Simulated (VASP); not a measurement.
A run of VASP 6.6.1 is set up as follows.

POSCAR

```
Zn
1.0
    0.0000000000      1.9647760000      1.9647760000
    1.9647760000      0.0000000000      1.9647760000
    1.9647760000      1.9647760000      0.0000000000
Zn
1
Direct
    0.0000000000      0.0000000000      0.0000000000
```

The input INCAR.step1:

```
PREC = Accurate ; ENCUT = 520
ISMEAR = 0 ; SIGMA = 0.1
LREAL = F ; LASPH = T
NELM = 100 ; NBANDS = 12
GGA = PE ; ALGO = Normal
EDIFF = 1E-4 ; LWAVE = T
LCHARG = F
```

Contents of INCAR.step2:

```
PREC = Accurate ; ENCUT = 520
EDIFF = 1E-6 ; ISMEAR = 0
SIGMA = 0.1 ; LREAL = F
LASPH = T ; NELM = 100
ALGO = Normal ; ISIF = 2
LWAVE = F ; LCHARG = F
METAGGA = R2SCAN ; LMIXTAU = T
NBANDS = 12 ; ISTART = 1
```

Contents of KPOINTS:

```
Automatic mesh
0
Gamma
  16 16 16
```

Potentials or basis: VASP PAW PBE potentials, release 64 (Zn).

Run with:

```bash
$ cat potpaw_PBE.64/Zn/POTCAR > POTCAR
$ cp INCAR.step1 INCAR
$ mpirun -np 1 vasp_std > vasp.out
$ cp INCAR.step2 INCAR
$ mpirun -np 1 vasp_std > vasp.out
```

Problem. Predict the pressure.

Solution. -4.3 GPa.

Problem. What does it give for the band gap on the k mesh?

Solution. None (metal or under the smearing width).

Caveat: the PAW data sets were made with another functional, which shifts forces and pressure a little.
